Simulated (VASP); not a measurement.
Set up this calculation in VASP 6.6.1, as the native input.

```yaml
Task: relaxation of cell and atoms
Functional: PBE
Potentials_or_basis: VASP PAW PBE potentials, release 64 (Si)
Cutoff: 520 eV
k_mesh: 10 × 10 × 10
Occupations: gaussian, width 0.02 eV
Spin: no spin polarisation
Further_INCAR_settings: ALGO = Normal; EDIFF = 1e-07; IBRION = 2; EDIFFG = -0.002; NSW = 80; ISIF = 3
```

The structure of Si lies in POSCAR:

```
Si
1.0
    0.0000000000      2.7135600000      2.7135600000
    2.7135600000      0.0000000000      2.7135600000
    2.7135600000      2.7135600000      0.0000000000
Si
2
Direct
    0.7500000000      0.7500000000      0.7500000000
    0.5000000000      0.5000000000      0.5000000000
```

One way to write it, as run:

INCAR

```
SYSTEM = Si
  ALGO = Normal
  EDIFF = 1E-7
  EDIFFG = -0.002
  ENCUT = 520
  GGA = PE
  IBRION = 2
  ISIF = 3
  ISMEAR = 0
  LASPH = .TRUE.
  LCHARG = .FALSE.
  LREAL = .FALSE.
  LWAVE = .FALSE.
  NELM = 80
  NSW = 80
  PREC = Accurate
  SIGMA = 0.02
```

KPOINTS

```
k-points
0
G
  10 10 10
  0 0 0
```

Potentials or basis: VASP PAW PBE potentials, release 64 (Si).

Launch:

```console
$ cat potpaw_PBE.64/Si/POTCAR > POTCAR
$ mpirun -np 1 vasp_std > vasp.out
```

Results of the run:

```
Relaxed volume                         : 20.44 Å³/atom
Relaxed cell                           : a = 3.867 Å, b = 3.867 Å, c = 3.867 Å, α = 60.00°, β = 60.00°, γ = 60.00°
Space group after relaxing (to 0.05 Å) : Fd-3m (No. 227)
Energy gained by relaxing              : 3.0 meV/atom
Ionic steps                            : 3
Pressure after relaxing                : 0.0 GPa
Band gap on the k mesh                 : 0.62 eV, indirect (least direct gap 2.56 eV)
```

Run time: 37 s on 1 thread of Intel(R) Xeon(R) Platinum 8488C (Sapphire Rapids) (shared host), peak memory 0.16 GiB.
